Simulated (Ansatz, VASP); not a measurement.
# Al in VASP and in Ansatz

```
CELL_PARAMETERS angstrom
5.16074 0.00000 0.00000
0.00000 5.16074 0.00000
0.00000 0.00000 5.16074
ATOMIC_POSITIONS crystal
Al 0.00000 0.00000 0.00000
Al 0.50000 0.50000 0.50000
Al 0.25000 0.00000 0.50000
Al 0.75000 0.00000 0.50000
Al 0.50000 0.25000 0.00000
Al 0.50000 0.75000 0.00000
Al 0.00000 0.50000 0.25000
Al 0.00000 0.50000 0.75000
```

Alike in both runs: functional revPBE; k mesh 5 × 5 × 5; occupations fermi-dirac, width 0.1 eV; no spin polarisation.

Ansatz relaxed the structure, and its values are those at the end. VASP's run is a single point on that final structure, the one shown.

```csv
,VASP,Ansatz
version,VASP 6.6.1,Ansatz 0.2.0
potentials or method,"VASP PAW PBE potentials, release 64 (Al)","plane waves (420 eV) with PAW, scalar-relativistic"
plane-wave cutoff (eV),520,420
valence electrons in the cell,24,24
```

```tsv
	VASP	Ansatz	Ansatz less VASP
pressure (GPa)	-0.2	0.0	+0.15
```

Caveats: the PAW data sets were made with another functional, which shifts forces and pressure a little (VASP).
